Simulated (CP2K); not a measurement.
As:

```
As
1.0
     2.70368    0.00000    0.00000
     0.00000    2.70368    0.00000
     0.00000    0.00000    2.70368
As
1
Direct
  0.50000 0.50000 0.50000
```

This isn't the form of As at room conditions, which is rhombohedral.

* Program: CP2K 2026.2
* Task: single point
* Functional: PBE
* Potentials or basis: POTENTIAL_UZH As GTH-PBE-q5; TZVP-MOLOPT-PBE-GTH basis
* Density cutoff: 6123 eV
* k mesh: 10 × 10 × 10
* Occupations: fermi-dirac, width 0.05 eV
* Spin: no spin polarisation

On this cell: pressure 2.7 GPa; band gap on the k mesh none (metal or under the smearing width).

The same run follows on a disturbed copy (cell strained at random at fixed volume):

```
As
1.0
     2.71012    0.00000    0.00000
    -0.03503    2.72973    0.00000
    -0.02376    0.06560    2.67152
As
1
Direct
  0.48435 0.50553 0.49638
```

Q: What changes?

A: The energy (extrapolated to zero smearing) moves by +4.4 meV/atom; pressure 2.8 GPa; band gap on the k mesh none (metal or under the smearing width).

Stress tensor (GPa, compression positive):
```
 2.31  0.33  0.43
 0.33  0.87 -0.85
 0.43 -0.85  5.15
```

Caveats: the basis of atomic orbitals isn't converged, which shifts pressures, moduli and gaps.
